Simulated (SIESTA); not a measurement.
Crystal: BP.

```
P B
1.0
     0.00000    2.26900    2.26900
     2.26900    0.00000    2.26900
     2.26900    2.26900    0.00000
P B
1 1
Direct
  0.75000 0.75000 0.75000
  0.00000 0.00000 0.00000
```

Base run:

| Property | Result |
| --- | --- |
| Program | SIESTA 5.4.2 |
| Functional | PBE |
| Potentials or basis | PseudoDojo 0.4 standard (PBE files) |
| Basis | DZP (energy shift 0.003 Ry) |
| Grid cutoff | 500 Ry |
| Energy shift | 0.003 Ry |
| k mesh | 10 × 10 × 10 |
| Occupations | fermi-dirac, width 0.05 eV |
| Spin | no spin polarisation |

Its results: band gap on the k mesh 1.28 eV, indirect (least direct gap 3.42 eV); pressure 4.4 GPa.

Question: The run is repeated on the same cell with these changes: basis from DZP (energy shift 0.003 Ry) to SZ (energy shift 0.02 Ry); energy shift from 0.003 Ry to 0.02 Ry. What comes out?

Answer: Band gap on the k mesh 3.15 eV, indirect (least direct gap 4.07 eV); pressure 15.8 GPa.

Caveats: the basis of atomic orbitals isn't converged, which shifts pressures, moduli and gaps; the basis has no polarisation orbitals (some runs); so large a pressure means that the cell lies far from this level's equilibrium, or that cutoff or potentials fall short (some runs).
